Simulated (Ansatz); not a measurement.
## RbBr in the rocksalt structure

Level of theory: DFT, PBE, scalar-relativistic, no spin polarisation; plane waves to 420 eV with PAW datasets (Ansatz 0.2.0), 8×8×8 k-mesh, Gaussian smearing of 0.05 eV. The datasets are Ansatz's generated set soft_2.

```yaml
crystal:
  lattice:
    - [0.00000, 3.50834, 3.50834]
    - [3.50834, 0.00000, 3.50834]
    - [3.50834, 3.50834, 0.00000]
  atoms:
    - { symbol: Rb, position: [0.50000, 0.50000, 0.50000] }
    - { symbol: Br, position: [0.00000, 0.00000, 0.00000] }
```

The start was a prototype's sites filled with these elements; the Crystallography Open Database holds the compound in this structure.

The cell is relaxed to zero pressure at this level.

The cell has space group Fm-3m (read at 0.01 Å). In it the stress is 0.01, 0.01, 0.01, 0.00, 0.00, 0.00 GPa and the largest force component 0.000 eV/Å. Each change below starts from this cell, without further relaxation. Stress is in GPa, positive in compression, in the order xx, yy, zz, yz, xz, xy; energies are counted from the cell above.

Task: One atom was moved along a Cartesian axis, and these forces appeared. Which atom, and about how far?
```
atom  Fx (eV/Å)     Fy      Fz
 Rb1      0.000  0.000  -0.044
 Br2      0.000  0.000   0.044
```

Result: Atom 1 (Rb) is moved by 0.05 Å along z; the energy changes by 1.1 meV per cell. Moving the other atom the opposite way is the same thing.

Task: One atom was moved along a Cartesian axis, and these forces appeared. Which atom, and about how far?
```tsv
atom	Fx (eV/Å)	Fy	Fz
Rb1	0.000	-0.111	0.000
Br2	0.000	0.111	0.000
```

Result: Atom 1 (Rb) is moved by 0.12 Å along y; the energy changes by 6.5 meV per cell. Moving the other atom the opposite way is the same thing.

Task: What stress follows from an engineering strain of 2 % in xx, atoms carried along?

Result: -0.46, -0.08, -0.08, 0.00, 0.00, 0.00 GPa; the energy changes by 2.6 meV per cell. The gap on the mesh goes from 4.19 eV to 4.14 eV.
The change of the stress over the strain gives a clamped-atom stiffness of about 23 GPa for this component, a secant value that lies under the elastic constant in tension and over it in compression, by several per cent for each per cent of strain.
In a harmonic crystal the energy would rise by V(½Cε² − σ₀ε), with σ₀ the stress of the unstrained cell, = 2.4 meV, close to the run's value; the rest has the sign of the anharmonic part, which a secant stiffness overstates.

Task: A single strain component, atoms carried along, gave the stress 0.63, 0.10, 0.10, 0.00, 0.00, 0.00. Which component, and about how large?

Result: An engineering strain of -2 % in xx; the energy changes by 3.3 meV per cell.

Task: All atoms and the cell are disturbed at random:
```xyz
2
Lattice="-0.0104 3.5101 3.4940 3.5274 0.0041 3.4796 3.5211 3.4893 0.0103" Properties=species:S:1:pos:R:3 pbc="T T T"
Rb    3.5113    3.4762    3.5229
Br    0.0077    0.0255   -0.0310
```
Give the energy change, the stress and the forces.

Result: 4.0 meV per cell; stress -0.11, 0.13, 0.26, -0.02, 0.01, 0.02 GPa.
```
atom  Fx (eV/Å)      Fy      Fz
 Rb1      0.012   0.047  -0.063
 Br2     -0.012  -0.047   0.063
```

Task: All atoms and the cell are disturbed at random:
```
CELL_PARAMETERS angstrom
0.01641 3.55631 3.50400
3.55816 -0.02076 3.54117
3.50976 3.54508 0.02764
ATOMIC_POSITIONS crystal
Rb 0.49979 0.49588 0.48468
Br 0.00021 0.00412 0.01532
```
Give the energy change, the stress and the forces.

Result: 14.6 meV per cell; stress 0.03, -0.26, -0.09, 0.01, -0.09, 0.00 GPa. The gap on the mesh goes from 4.19 eV to 4.14 eV.
| atom | Fx (eV/Å) | Fy | Fz |
| --- | --- | --- | --- |
| Rb1 | 0.116 | 0.074 | 0.028 |
| Br2 | -0.116 | -0.074 | -0.028 |

Semilocal functionals underestimate band gaps, commonly by a third or more. The relaxed cell is 6 % larger in volume than the cell of this structure in the Crystallography Open Database (40.65 Å³/atom, 1969).
